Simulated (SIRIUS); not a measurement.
Crystal: SiC.

```
CELL_PARAMETERS angstrom
2.97508 0.00000 0.00000
0.00000 4.20842 0.00000
-1.40385 0.00000 4.77498
ATOMIC_POSITIONS crystal
Si 0.86244 0.25000 0.21333
Si 0.13756 0.75000 0.78667
C 0.58702 0.25000 0.68406
C 0.41298 0.75000 0.31594
```

The cell was built by a generator and needn't be a form met in nature.

Program: SIRIUS 7.10.0. Alike in all runs: task single point; potentials or basis PseudoDojo 0.4.1 PBE standard (scalar relativistic); no spin polarisation; cell as given; k mesh 5 × 3 × 3; cutoff (eV) 1127; smearing fermi-dirac 0.05 eV; the mesh is coarse, so values aren't converged.

Q: Order these runs on this cell by their pressure, lowest first.
A. level AM05; libxc names ["XC_GGA_X_AM05", "XC_GGA_C_AM05"]
B. level BLYP; libxc names ["XC_GGA_X_B88", "XC_GGA_C_LYP"]
C. level EV93PW91; libxc names ["XC_GGA_X_EV93", "XC_GGA_C_PW91"]
D. level HCTH407; libxc names ["XC_GGA_XC_HCTH_407"]
E. level RPBE; libxc names ["XC_GGA_X_RPBE", "XC_GGA_C_PBE"]

A: A (-30.1 GPa), D (-27.5 GPa), E (-25.4 GPa), C (-21.4 GPa), B (-18.6 GPa).

Caveats: all runs use coarse meshes; the potentials were made for another functional, which shifts forces and pressure; a pressure of tens of GPa on the cell as given is suspect, and the run, the potentials or the cell itself is likely at fault (some runs); the potentials were made for a functional far from this one (some runs).

Runs at the PBE level aren't shown here.
